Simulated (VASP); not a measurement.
# CdSe (P6_3mc) in VASP: further runs

CdSe is run at these levels: PBEsol; tasks: single point.

Program: VASP 6.6.1. These are calculated values, not measurements. Logs are shortened: lines on timing, memory, paths and dates and some standing lists are left out, and cuts for length are marked.

**The experiment to reproduce.**

A printed reference work, data compilation reports, for a bulk crystal of CdSe at 2 K: band gap 1.841 eV.

The results are compared with them further down.

### Step 1. The cell of the first run

The structure is hexagonal, space group P6_3mc (No. 186). The conventional cell has a = 4.300 Å, b = 4.300 Å, c = 7.020 Å, α = 90.00°, β = 90.00°, γ = 120.00°. Within 3.4 Å of Cd (site symmetry 3m) lie 4 Se at 2.61 to 2.70 Å. Within 3.4 Å of Se (site symmetry 3m) lie 4 Cd at 2.61 to 2.70 Å.

### Step 2. Single point, PBEsol

File INCAR:

```
SYSTEM = CdSe
ALGO = Normal
EDIFF = 1E-6
ENCUT = 520
GGA = PS
ISIF = 2
ISMEAR = 0
LASPH = .TRUE.
LCHARG = .TRUE.
LELF = .TRUE.
LREAL = .FALSE.
LVHAR = .TRUE.
LWAVE = .FALSE.
NBANDS = 26
NELM = 100
PREC = Accurate
SIGMA = 0.01
```

File KPOINTS:

```
k-points
0
G
  6 6 4
  0 0 0
```

File POSCAR:

```
CdSe
1.0
    4.3000000000      0.0000000000      0.0000000000
   -2.1500000000      3.7239092400      0.0000000000
    0.0000000000      0.0000000000      7.0200000000
Cd Se
2 2
Direct
    0.3333333300      0.6666666700      0.0000000000
    0.6666666700      0.3333333300      0.5000000000
    0.3333333300      0.6666666700      0.3850000000
    0.6666666700      0.3333333300      0.8850000000
```

Potentials or basis: VASP PAW PBE potentials, release 64 (Cd, Se).

The run is started by

```sh
$ cat potpaw_PBE.64/Cd/POTCAR potpaw_PBE.64/Se/POTCAR > POTCAR
$ mpirun -np 1 vasp_std > vasp.out
```

OUTCAR:

```text
SYSTEM = CdSe
   EDIFF = 1E-6
   ENCUT = 520
   GGA = PS
   ISIF = 2
   ISMEAR = 0
   LASPH = .TRUE.
   LREAL = .FALSE.
   NELM = 100
   PREC = Accurate

 ion  position               nearest neighbor table
   1  0.333  0.667  0.000-   4 2.61   4 2.61   4 2.61   3 2.70
   2  0.667  0.333  0.500-   3 2.61   3 2.61   3 2.61   4 2.70
   3  0.333  0.667  0.385-   2 2.61   2 2.61   2 2.61   1 2.70
   4  0.667  0.333  0.885-   1 2.61   1 2.61   1 2.61   2 2.70

  LATTYP: Found a hexagonal cell.
 ALAT       =     4.3000000000
 C/A-ratio  =     1.6325581395

  Lattice vectors:

 A1 = (   4.3000000000,   0.0000000000,   0.0000000000)
 A2 = (  -2.1500000000,   3.7239092400,   0.0000000000)
 A3 = (   0.0000000000,   0.0000000000,   7.0200000000)

Analysis of symmetry for initial positions (statically):
=====================================================================
 Subroutine PRICEL returns:
 Original cell was already a primitive cell.

 Routine SETGRP: Setting up the symmetry group for a
 hexagonal supercell.

 Subroutine GETGRP returns: Found 12 space group operations
 (whereof  6 operations were pure point group operations)
 out of a pool of 24 trial point group operations.

The static configuration has the point symmetry C_3v.
 The point group associated with its full space group is C_6v.

Analysis of symmetry for dynamics (positions and initial velocities):
=====================================================================
 Subroutine PRICEL returns:
 Original cell was already a primitive cell.

 Routine SETGRP: Setting up the symmetry group for a
 hexagonal supercell.

 Subroutine GETGRP returns: Found 12 space group operations
 (whereof  6 operations were pure point group operations)
 out of a pool of 24 trial point group operations.

The dynamic configuration has the point symmetry C_3v.
 The point group associated with its full space group is C_6v.

 Subroutine INISYM returns: Found 12 space group operations
 (whereof  6 operations are pure point group operations),
 and found     1 'primitive' translations

----------------------------------------------------------------------------------------

                                     Primitive cell

  volume of cell :     112.4099

  direct lattice vectors                    reciprocal lattice vectors
     4.300000000  0.000000000  0.000000000     0.232558140  0.134267504  0.000000000
    -2.150000000  3.723909240  0.000000000     0.000000000  0.268535009  0.000000000
     0.000000000  0.000000000  7.020000000     0.000000000  0.000000000  0.142450142

  length of vectors
     4.300000000  4.300000003  7.020000000     0.268535009  0.268535009  0.142450142

  position of ions in fractional coordinates (direct lattice)
     0.333333330  0.666666670  0.000000000
     0.666666670  0.333333330  0.500000000
     0.333333330  0.666666670  0.385000000
     0.666666670  0.333333330  0.885000000

  ion indices of the primitive-cell ions
   primitive index   ion index
                 1           1
                 2           2
                 3           3
                 4           4

----------------------------------------------------------------------------------------

 KPOINTS: k-points

Automatic generation of k-mesh.
 Grid dimensions read from file:
 generate k-points for:    6    6    4

 Generating k-lattice:

  Cartesian coordinates                     Fractional coordinates (reciprocal lattice)
     0.038759690  0.022377917  0.000000000     0.166666667  0.000000000  0.000000000
     0.000000000  0.044755835  0.000000000     0.000000000  0.166666667  0.000000000
     0.000000000  0.000000000  0.035612536     0.000000000  0.000000000  0.250000000

  Length of vectors
     0.044755835  0.044755835  0.035612536

  Shift w.r.t. Gamma in fractional coordinates (k-lattice)
     0.000000000  0.000000000  0.000000000

 Subroutine IBZKPT returns following result:
 ===========================================

 Found     21 irreducible k-points:

 Following reciprocal coordinates:
            Coordinates               Weight
  0.000000  0.000000  0.000000      1.000000
  0.166667  0.000000  0.000000      6.000000
  0.333333  0.000000  0.000000      6.000000
  0.500000  0.000000  0.000000      3.000000
  0.166667  0.166667  0.000000      6.000000
  0.333333  0.166667  0.000000     12.000000
[... 13 lines left out ...]
  0.333333  0.166667  0.500000     12.000000
  0.333333  0.333333  0.500000      2.000000
   k-points           NKPTS =     21   k-points in BZ     NKDIM =     21   number of bands    NBANDS=     26
   number of dos      NEDOS =    301   number of ions     NIONS =      4
   total plane-waves  NPLWV =  55296
   dimension x,y,z NGX =    32 NGY =   32 NGZ =   54
   dimension x,y,z NGXF=    64 NGYF=   64 NGZF=  108
   ions per type =               2   2
   NGX,Y,Z   is equivalent  to a cutoff of  12.37, 12.37, 12.79 a.u.
   NGXF,Y,Z  is equivalent  to a cutoff of  24.74, 24.74, 25.58 a.u.
 SYSTEM =  CdSe
   PREC   = accura    normal or accurate (medium, high low for compatibility)
   ISTART =      0    job   : 0-new  1-cont  2-samecut
   ICHARG =      2    charge: 1-file 2-atom 10-const
   ISPIN  =      1    spin polarized calculation?
   LNONCOLLINEAR =      F non collinear calculations
   LSORBIT =      F    spin-orbit coupling
   LASPH  =      T    aspherical Exc in radial PAW
   ENCUT  =  520.0 eV  38.22 Ry    6.18 a.u.   8.00  8.00 13.05*2*pi/ulx,y,z
   NELM   =    100;   NELMIN=  2; NELMDL= -5     # of ELM steps
   EDIFF  = 0.1E-05   stopping-criterion for ELM
   LREAL  =      F    real-space projection
   EDIFFG = 0.1E-04   stopping-criterion for IOM
   NSW    =      0    number of steps for IOM
   IBRION =     -1    ionic relax: 0-MD 1-quasi-New 2-CG
   NFREE  =      0    steps in history (QN), initial steepest desc. (CG)
   ISIF   =      2    stress and relaxation
   ISYM   =      2    0-nonsym 1-usesym 2-fastsym
   POTIM  = 0.5000    time-step for ionic-motion
   TEBEG  =    0.0;   TEEND  =   0.0 temperature during run
   PSTRESS=    0.0 pullay stress
   NELECT =      36.0000    total number of electrons
   NUPDOWN=      -1.0000    fix difference up-down
   EMIN   =  10.00;   EMAX   =-10.00  energy-range for DOS
   EFERMI =   0.00;   METHOD = LEGACY
   ISMEAR =     0;   SIGMA  =   0.01  broadening in eV -4-tet -1-fermi 0-gaus
   EFERMI_NEDOS =   21; number of points for ismear=-14 and -15
   IALGO  =     38    algorithm
   IMIX   =      4    mixing-type and parameters
     AMIX     =   0.40;   BMIX     =  1.00
     AMIX_MAG =   1.60;   BMIX_MAG =  1.00
  volume/ion in A,a.u.               =      28.10       189.64
  Fermi-wavevector in a.u.,A,eV,Ry     =   1.120059  2.116604 17.068937  1.254531
  Thomas-Fermi vector in A             =   2.256702
   LORBIT       =      0    0 simple, 1 ext, 2 COOP (PROOUT), +10 PAW based schemes
   GGA     = PS    functional components
   LHFCALC =     F    Hartree Fock is set to
   AEXX    =    0.0000 exact exchange contribution
   IVDW    =     0    specifies the selected vdW correction
   LEPSILON=     F    determine dielectric tensor
   LRPA    =     F    only Hartree local field effects (RPA)
 non-spin polarized calculation
 Gauss-broadening in eV      SIGMA  =   0.01
  energy-cutoff  :      520.00
  volume of cell :      112.41
 maximum number of plane-waves:      3042
 NGX is ok and might be reduce to    32
   NGX = 15   NGY = 15   NGZ = 27

 number of electron      35.9999998 magnetization

 Free energy of the ion-electron system (eV)
  ---------------------------------------------------
  ext. energy  EPLUGINS =         0.00000000
  ---------------------------------------------------
  free energy    TOTEN  =       -12.32730919 eV

  energy without entropy =      -12.32730919  energy(sigma->0) =      -12.32730919

 E-fermi :   0.8776     XC(G=0):  -9.0930

 val. band max:        0.8082379630   @ k =   0.0000   0.0000   0.0000
 cond. band min:       1.3866456670   @ k =   0.0000   0.0000   0.0000
 fundamental gap:      0.5784077040
 Fermi energy:         0.8776319334

 k-point     1 :       0.0000    0.0000    0.0000
  band No.  band energies     occupation
      1     -11.8158      2.00000
      2     -11.4420      2.00000
      3      -7.1081      2.00000
      4      -7.1081      2.00000
      5      -7.0522      2.00000
      6      -7.0522      2.00000
[... 18 lines left out ...]
     25       7.7274      0.00000
     26       8.4047      0.00000

 k-point     2 :       0.1667    0.0000    0.0000
  band No.  band energies     occupation
      1     -11.7300      2.00000
      2     -11.4010      2.00000
      3      -7.0730      2.00000
      4      -7.0596      2.00000
      5      -7.0116      2.00000
      6      -7.0076      2.00000
[... 18 lines left out ...]
     25       7.9325      0.00000
     26       8.3798      0.00000

 k-point     3 :       0.3333    0.0000    0.0000
  band No.  band energies     occupation
      1     -11.5431      2.00000
      2     -11.3306      2.00000
      3      -7.0136      2.00000
      4      -7.0045      2.00000
      5      -6.9177      2.00000
      6      -6.8859      2.00000
[... 18 lines left out ...]
     25       8.5545      0.00000
     26       8.9455      0.00000

 k-point     4 :       0.5000    0.0000    0.0000
  band No.  band energies     occupation
      1     -11.4315      2.00000
      2     -11.3121      2.00000
      3      -6.9920      2.00000
      4      -6.9920      2.00000
      5      -6.8744      2.00000
      6      -6.8174      2.00000
[... 18 lines left out ...]
     25       8.5917      0.00000
     26      10.2886      0.00000
[... 409 lines left out ...]
      1     -11.4644      2.00000
      2     -11.4644      2.00000
      3      -6.9952      2.00000
      4      -6.9952      2.00000
      5      -6.9651      2.00000
      6      -6.9651      2.00000
[... 18 lines left out ...]
     25       8.3100      0.00000
     26       8.3100      0.00000

 k-point    20 :       0.3333    0.1667    0.5000
  band No.  band energies     occupation
      1     -11.3656      2.00000
      2     -11.3656      2.00000
      3      -6.9482      2.00000
      4      -6.9482      2.00000
      5      -6.9283      2.00000
      6      -6.9283      2.00000
[... 18 lines left out ...]
     25       8.7193      0.00000
     26       8.7193      0.00000

 k-point    21 :       0.3333    0.3333    0.5000
  band No.  band energies     occupation
      1     -11.3335      2.00000
      2     -11.3335      2.00000
      3      -6.9284      2.00000
      4      -6.9284      2.00000
      5      -6.9162      2.00000
      6      -6.9162      2.00000
[... 18 lines left out ...]
     25       9.4920      0.00000
     26       9.4922      0.00000

------------------------ aborting loop because EDIFF is reached ----------------------------------------

  FORCE on cell =-STRESS in cart. coord.  units (eV):
  Direction    XX          YY          ZZ          XY          YZ          ZX
  --------------------------------------------------------------------------------------
  -------------------------------------------------------------------------------------
  Total        0.8037844      0.8037844     -0.5459387      0.0000000      0.0000000      0.0000000
  in kB       11.4563297     11.4563297     -7.7812585      0.0000000      0.0000000      0.0000000
  external PRESSURE =       5.0438003 kB  Pullay stress =       0.0000000 kB

 VOLUME and BASIS-vectors are now :
 -----------------------------------------------------------------------------
  energy-cutoff  :      520.00
  volume of cell :      112.41
      direct lattice vectors                 reciprocal lattice vectors
     4.300000000  0.000000000  0.000000000     0.232558140  0.134267504  0.000000000
    -2.150000000  3.723909240  0.000000000     0.000000000  0.268535009  0.000000000
     0.000000000  0.000000000  7.020000000     0.000000000  0.000000000  0.142450142

 POSITION                                       TOTAL-FORCE (eV/Angst)
 -----------------------------------------------------------------------------------
     -0.00000      2.48261      0.00000        -0.000000     -0.000000      0.275529
      2.15000      1.24130      3.51000         0.000000      0.000000      0.275529
     -0.00000      2.48261      2.70270        -0.000000      0.000000     -0.275529
      2.15000      1.24130      6.21270         0.000000     -0.000000     -0.275529
 -----------------------------------------------------------------------------------
    total drift:                               -0.000013      0.000007      0.000107

  FREE ENERGIE OF THE ION-ELECTRON SYSTEM (eV)
  ---------------------------------------------------
  free  energy   TOTEN  =       -12.3273091912 eV

  energy  without entropy=      -12.3273091912  energy(sigma->0) =      -12.32730919
```

It took 63 s on 1 thread of Intel Xeon 8259CL, shared host; peak memory 0.25 GiB.

Results:

```
Free energy            : -12.3273 eV
Pressure               : 0.5 GPa
Largest force          : 0.276 eV/Å
Band gap on the k mesh : 0.58 eV
```

Forces in eV/Å, atoms in the order of the input:
```
Cd   0.000  0.000  0.276
Cd   0.000  0.000  0.276
Se   0.000  0.000 -0.276
Se   0.000  0.000 -0.276
```

Stress tensor (GPa, compression positive):
```
 1.15  0.00  0.00
 0.00  1.15  0.00
 0.00  0.00 -0.78
```

Caveat: the PAW data sets were made with another functional, which shifts forces and pressure a little.

(Part 1 of 2 ends here.)
